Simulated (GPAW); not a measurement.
Crystal: Li.

```
Li
1.0
     3.11100    0.00000    0.00000
    -1.55550    2.69421    0.00000
     0.00000    0.00000    5.09300
Li
2
Direct
  0.66667 0.33333 0.75000
  0.33333 0.66667 0.25000
```

This isn't the form of Li at room conditions, which is bcc.

| Property | Result |
| --- | --- |
| Program | GPAW 26.7.0 |
| Task | single point |
| Functional | PBE |
| Potentials or basis | GPAW PAW data sets (gpaw-data 1.2.1) |
| Cutoff | 800 eV |
| Basis | pw |
| k mesh | 10 × 10 × 5 |
| Occupations | fermi-dirac, width 0.05 eV |
| Spin | no spin polarisation |

On this cell: pressure -0.7 GPa; largest force under 0.003 eV/Å; band gap on the k mesh none (metal or under the smearing width).

The same run follows on a disturbed copy (atoms moved at random, drawn with an rms of 0.05 Å):

```
Li
1.0
     3.11100    0.00000    0.00000
    -1.55550    2.69421    0.00000
     0.00000    0.00000    5.09300
Li
2
Direct
  0.66777 0.33675 0.75534
  0.33089 0.67143 0.24566
```

Q: What changes?

A: The energy (extrapolated to zero smearing) moves by +0.7 meV/atom; pressure -0.7 GPa; largest force 0.055 eV/Å; band gap on the k mesh none (metal or under the smearing width).

Forces in eV/Å, atoms in the order of the input:
```
Li  -0.002  0.001 -0.055
Li   0.002 -0.001  0.055
```

Stress tensor (GPa, compression positive):
```
-0.61  0.02  0.00
 0.02 -0.59  0.00
 0.00  0.00 -0.78
```
